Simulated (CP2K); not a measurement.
# La under changes of volume

One of the cells (38.320 Å³/atom); the others are scaled copies at fixed shape and fractional positions:

```
CELL_PARAMETERS angstrom
3.67858 0.00000 0.00000
-1.22619 3.46820 0.00000
-1.22619 -1.73410 3.00355
ATOMIC_POSITIONS crystal
La 0.00000 0.00000 0.00000
```

This isn't the form of La at room conditions, which is double hcp.

- Program: CP2K 2026.2
- Functional: PBE
- Potentials or basis: GTH_POTENTIALS La GTH-PBE-q11; TZVP-MOLOPT-SR-GTH basis
- Density cutoff: 6123 eV
- k mesh: 9 × 9 × 9
- Occupations: fermi-dirac, width 0.05 eV
- Spin: no spin polarisation

```tsv
volume (Å³/atom)	energy over the lowest point (meV/atom)	pressure (GPa)
36.020	16.29	2.2
36.787	7.84	1.5
37.553	2.49	0.9
38.320	0.00	0.3
39.086	0.13	-0.2
39.852	2.67	-0.7
40.619	?	?
```

Task: What does the run at 40.619 Å³/atom give?

Result: Energy over the lowest point 7.43 meV/atom; pressure -1.2 GPa.

Worked out: A Birch-Murnaghan fit of order 3 (a polynomial in V^(-2/3)) to the other rows has its minimum at 38.66 Å³/atom with B0 = V·E''(V) = 27 GPa and B' = 3.2. It gives 7.44 meV/atom at 40.619 Å³/atom, against the run's 7.43, and -dE/dV = -1.2 GPa, against -1.2.

Energies are extrapolated to zero smearing.

Caveats: the basis of atomic orbitals isn't converged, which shifts pressures, moduli and gaps.
